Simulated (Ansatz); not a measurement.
**How far is PAW off for Pb?**

```yaml
crystal:
  lattice:
    - [0.00000, 2.46980, 2.46980]
    - [2.46980, 0.00000, 2.46980]
    - [2.46980, 2.46980, 0.00000]
  atoms:
    - { symbol: Pb, position: [0.00000, 0.00000, 0.00000] }
```

The cell is a measured one (Crystallography Open Database entry 9012959); the temperature and pressure of the measurement aren't taken into account, and nothing was relaxed. It is an old determination, and later ones may differ.

Spin–orbit coupling is left out, though it moves levels of the heavy atoms by tenths of an eV or more.

Methods: DFT, PBE, PAW with Ansatz's default frozen-core files, scalar-relativistic (Ansatz 0.2.0); DFT, PBE, all-electron PAW with datasets made for the crystal, scalar-relativistic (Ansatz 0.2.0); DFT, PBE, all-electron LAPW, scalar-relativistic (Ansatz 0.2.0).

For PAW: a Γ-centred 13×13×13 k mesh, Fermi–Dirac smearing of 0.08 eV, cutoff 420 eV, no spin polarisation. The crystal-made all-electron datasets (AE datasets) take a cutoff of 260 eV at this cell. LAPW targets a basis error of 0.25 meV/atom. The Ansatz runs share mesh, smearing and spin set-up. Plane-wave (PAW) pressures include the program's estimate of the Pulay term.

Stress and pressure are positive in compression.

Levels count from the Fermi level.

```csv
quantity,PAW,AE datasets,LAPW
pressure (GPa),2.76,2.77,2.77
highest filled level at X (eV),-3.379,-3.379,-3.379
lowest empty level at X (eV),1.975,1.975,1.975
highest filled level at Γ (eV),-11.871,-11.871,-11.871
lowest empty level at Γ (eV),7.390,7.389,7.389
highest filled level at K (eV),-1.319,-1.320,-1.320
lowest empty level at K (eV),2.911,2.911,2.911
```

PAW's pressure differs from the LAPW value by about 0.01 GPa or less.
